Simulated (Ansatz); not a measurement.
ZnS: frozen normal mode

Computed with DFT r2SCAN, scalar-relativistic, plane waves, PAW (Ansatz). The runs took a 500 eV cutoff, a Γ-centred 8×8×8 mesh and Gaussian smearing (0.05 eV). No spin polarisation. Energies are free energies at this smearing, counted from the undisturbed cell; pressure is positive in compression.

The starting cell (relaxed at this level):

```yaml
crystal:
  lattice:
    - [0.00000, 2.69451, 2.69451]
    - [2.69451, 0.00000, 2.69451]
    - [2.69451, 2.69451, 0.00000]
  atoms:
    - { symbol: Zn, position: [0.00000, 0.00000, 0.00000] }
    - { symbol: S, position: [0.75000, 0.75000, 0.75000] }
```

A zone-centre mode of this cell is frozen in: each atom moves by x times its row below, so x is the largest displacement.
```
atom ux uy uz
 Zn1  0.000  -0.490  0.000
  S2  0.000   1.000  0.000
```

```
  x (Å)  ΔE (meV/cell) force along the mode (eV/Å) pressure (GPa) gap on the mesh (eV)
-0.3000          554.4                         3.46             6.5                  2.65
-0.1500          145.4                         1.91             1.7                  2.64
 0.0000            0.0                         0.00             0.0                  2.70
 0.0375            9.2                        -0.49             0.1                  2.66
 0.0750           36.8                        -0.98             0.4                  2.64
 0.1125           82.3                        -1.45             1.0                  2.63
 0.1875          225.1                        -2.34             2.7                  2.65
 0.2250          320.7                        -2.75             3.8                  2.64
 0.2625          430.9                        -3.12             5.1                  2.64
```

By symmetry 0.3000 repeats -0.3000, -0.2250 repeats 0.2250, 0.1500 repeats -0.1500, -0.0750 repeats 0.0750 in energy, with the opposite slope along the path.